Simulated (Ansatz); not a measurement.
Input, command and steps of an Ansatz relaxation.

```yaml
crystal:
  lattice:
    - [5.0664497193, 0.0, 0.0]
    - [0.0, 4.8297218081, 0.0]
    - [0.0, 0.0, 4.8024152352]
  atoms:
    - { symbol: Hf, position: [0.0336337596, 0.2700864854, 0.2529346446] }
    - { symbol: Hf, position: [0.4663662404, 0.2700864854, 0.7529346446] }
    - { symbol: Hf, position: [0.5336337596, 0.7299135146, 0.2529346446] }
    - { symbol: Hf, position: [0.9663662404, 0.7299135146, 0.7529346446] }
    - { symbol: O, position: [0.3859595652, 0.0919609986, 0.3562041215] }
    - { symbol: O, position: [0.1140404348, 0.0919609986, 0.8562041215] }
    - { symbol: O, position: [0.7452574494, 0.4491470899, 0.5038612338] }
    - { symbol: O, position: [0.7547425506, 0.4491470899, 1.0038612338] }
    - { symbol: O, position: [0.2547425506, 0.5508529101, 1.0038612338] }
    - { symbol: O, position: [0.2452574494, 0.5508529101, 0.5038612338] }
    - { symbol: O, position: [0.8859595652, 0.9080390014, 0.3562041215] }
    - { symbol: O, position: [0.6140404348, 0.9080390014, 0.8562041215] }
basis:
  ecutwfc: 500
kpoints:
  mp_grid: { grid: [6, 6, 6] }
hamiltonian:
  xc: r2scan
scf:
  occupations: { method: gaussian, width: 0.02 }
output:
  forces: true
  stress: true
  eigenvalues: true
relax:
  adjacent_minimum: "off"
  f_tol: 0.01
  max_steps: 30
  cell: { stress_tol: 0.1, fix: [volume] }
```

```bash
ansatz run input.yaml --threads 4 --pin off --max-ram 10240MiB --backend cpu --events-out ev --progress --plain --runs-dir out
```

Method: DFT r2SCAN, scalar-relativistic, plane waves, PAW (Ansatz 0.2.0).

The volume is held at 0.88 times that of the relaxed cell.

Of 7 frames 6 are shown, positions in Å and forces in eV/Å; the SCF threshold varies from step to step. Steps run on the plane waves of an earlier cell, with a Pulay correction in the pressure. The basis is chosen afresh for the last frame, the zero of the energies, and at times for earlier ones too; energy and pressure can step there, also at an unchanged geometry. Where two frames share a geometry here, they differ by under 2 meV/atom and 0.3 GPa. The mark taken_back stands on steps that the optimiser undid.

```xyz
12
Lattice="5.0664 0.0000 0.0000 0.0000 4.8297 0.0000 0.0000 0.0000 4.8024" Properties=species:S:1:pos:R:3:forces:R:3 pbc="T T T" step=1 free_energy_over_end_meV_per_atom=4.41 pressure_GPa=37.32
Hf    0.1704    1.3044    1.2147   -0.0418    0.0748    0.0887
Hf    2.3628    1.3044    3.6159    0.0418    0.0748    0.0887
Hf    2.7036    3.5253    1.2147   -0.0418   -0.0748    0.0887
Hf    4.8960    3.5253    3.6159    0.0418   -0.0748    0.0887
O     1.9554    0.4441    1.7106    0.1112    0.1300   -0.0594
O     0.5778    0.4441    4.1118   -0.1112    0.1300   -0.0594
O     3.7758    2.1693    2.4198    0.0244   -0.1019   -0.0293
O     3.8239    2.1693    4.8210   -0.0244   -0.1019   -0.0293
O     1.2906    2.6605    4.8210   -0.0244    0.1019   -0.0293
O     1.2426    2.6605    2.4198    0.0244    0.1019   -0.0293
O     4.4887    4.3856    1.7106    0.1112   -0.1300   -0.0594
O     3.1110    4.3856    4.1118   -0.1112   -0.1300   -0.0594
12
Lattice="5.0807 0.0000 0.0000 0.0000 4.8323 0.0000 0.0000 0.0000 4.7863" Properties=species:S:1:pos:R:3:forces:R:3 pbc="T T T" step=2 free_energy_over_end_meV_per_atom=2.69 pressure_GPa=36.12
Hf    0.1760    1.3052    1.2172   -0.0836    0.0674    0.1059
Hf    2.3644    1.3052    3.6104    0.0836    0.0674    0.1059
Hf    2.7163    3.5271    1.2172   -0.0836   -0.0674    0.1059
Hf    4.9047    3.5271    3.6104    0.0836   -0.0674    0.1059
O     1.9794    0.4595    1.6926    0.0151    0.0605   -0.1147
O     0.5610    0.4595    4.0857   -0.0151    0.0605   -0.1147
O     3.7880    2.1610    2.4174    0.0561   -0.0147    0.0090
O     3.8331    2.1610    4.8106   -0.0561   -0.0147    0.0090
O     1.2928    2.6713    4.8106   -0.0561    0.0147    0.0090
O     1.2476    2.6713    2.4174    0.0561    0.0147    0.0090
O     4.5197    4.3728    1.6926    0.0151   -0.0605   -0.1147
O     3.1013    4.3728    4.0857   -0.0151   -0.0605   -0.1147
12
Lattice="5.1063 0.0000 0.0000 0.0000 4.8360 0.0000 0.0000 0.0000 4.7587" Properties=species:S:1:pos:R:3:forces:R:3 pbc="T T T" step=3 free_energy_over_end_meV_per_atom=1.12 pressure_GPa=34.00
Hf    0.1745    1.3065    1.2242   -0.0257   -0.0384    0.1166
Hf    2.3786    1.3065    3.6036    0.0257   -0.0384    0.1166
Hf    2.7277    3.5295    1.2242   -0.0257    0.0384    0.1166
Hf    4.9318    3.5295    3.6036    0.0257    0.0384    0.1166
O     2.0118    0.4889    1.6525   -0.0260   -0.1223   -0.1499
O     0.5414    0.4889    4.0319    0.0260   -0.1223   -0.1499
O     3.8138    2.1573    2.4198    0.0366    0.0069    0.0337
O     3.8456    2.1573    4.7991   -0.0366    0.0069    0.0337
O     1.2925    2.6787    4.7991   -0.0366   -0.0069    0.0337
O     1.2607    2.6787    2.4198    0.0366   -0.0069    0.0337
O     4.5649    4.3472    1.6525   -0.0260    0.1223   -0.1499
O     3.0945    4.3472    4.0319    0.0260    0.1223   -0.1499
12
Lattice="5.0813 0.0000 0.0000 0.0000 4.8724 0.0000 0.0000 0.0000 4.7464" Properties=species:S:1:pos:R:3:forces:R:3 pbc="T T T" step=4 free_energy_over_end_meV_per_atom=1.53 pressure_GPa=31.81 taken_back
Hf    0.1655    1.3146    1.2565    0.0299   -0.0799   -0.0679
Hf    2.3752    1.3146    3.6297   -0.0299   -0.0799   -0.0679
Hf    2.7062    3.5578    1.2565    0.0299    0.0799   -0.0679
Hf    4.9158    3.5578    3.6297   -0.0299    0.0799   -0.0679
O     2.0240    0.5081    1.5725    0.0041    0.1558    0.1217
O     0.5167    0.5081    3.9457   -0.0041    0.1558    0.1217
O     3.8066    2.1847    2.4537   -0.0207   -0.0358   -0.0526
O     3.8153    2.1847    4.8269    0.0207   -0.0358   -0.0526
O     1.2747    2.6877    4.8269    0.0207    0.0358   -0.0526
O     1.2660    2.6877    2.4537   -0.0207    0.0358   -0.0526
O     4.5646    4.3643    1.5725    0.0041   -0.1558    0.1217
O     3.0574    4.3643    3.9457   -0.0041   -0.1558    0.1217
12
Lattice="5.1093 0.0000 0.0000 0.0000 4.8462 0.0000 0.0000 0.0000 4.7459" Properties=species:S:1:pos:R:3:forces:R:3 pbc="T T T" step=5 free_energy_over_end_meV_per_atom=0.02 pressure_GPa=32.66
Hf    0.1721    1.3065    1.2386   -0.0253    0.0706    0.0068
Hf    2.3825    1.3065    3.6116    0.0253    0.0706    0.0068
Hf    2.7268    3.5397    1.2386   -0.0253   -0.0706    0.0068
Hf    4.9371    3.5397    3.6116    0.0253   -0.0706    0.0068
O     2.0227    0.5009    1.6107    0.0055   -0.0105   -0.0096
O     0.5319    0.5009    3.9836   -0.0055   -0.0105   -0.0096
O     3.8221    2.1635    2.4329    0.0023   -0.0101    0.0028
O     3.8419    2.1635    4.8059   -0.0023   -0.0101    0.0028
O     1.2872    2.6828    4.8059   -0.0023    0.0101    0.0028
O     1.2674    2.6828    2.4329    0.0023    0.0101    0.0028
O     4.5774    4.3454    1.6107    0.0055    0.0105   -0.0096
O     3.0866    4.3454    3.9836   -0.0055    0.0105   -0.0096
12
Lattice="5.1089 0.0000 0.0000 0.0000 4.8480 0.0000 0.0000 0.0000 4.7446" Properties=species:S:1:pos:R:3:forces:R:3 pbc="T T T" step=7 free_energy_over_end_meV_per_atom=0.00 pressure_GPa=32.51
Hf    0.1714    1.3082    1.2400    0.0018   -0.0019   -0.0003
Hf    2.3831    1.3082    3.6123   -0.0018   -0.0019   -0.0003
Hf    2.7258    3.5398    1.2400    0.0018    0.0019   -0.0003
Hf    4.9376    3.5398    3.6123   -0.0018    0.0019   -0.0003
O     2.0238    0.5018    1.6065    0.0004    0.0018   -0.0003
O     0.5307    0.5018    3.9788   -0.0004    0.0018   -0.0003
O     3.8226    2.1641    2.4342   -0.0006   -0.0005    0.0005
O     3.8408    2.1641    4.8064    0.0006   -0.0005    0.0005
O     1.2864    2.6839    4.8064    0.0006    0.0005    0.0005
O     1.2681    2.6839    2.4342   -0.0006    0.0005    0.0005
O     4.5782    4.3461    1.6065    0.0004   -0.0018   -0.0003
O     3.0852    4.3461    3.9788   -0.0004   -0.0018   -0.0003
```

Time: 2.4 min on 4 threads of Oxide Virtual Turin-like Processor (Zen 5), with other jobs on the host, peak memory 1.2 GiB.

Spin–orbit coupling is left out, which can shift energies with elements as heavy as these.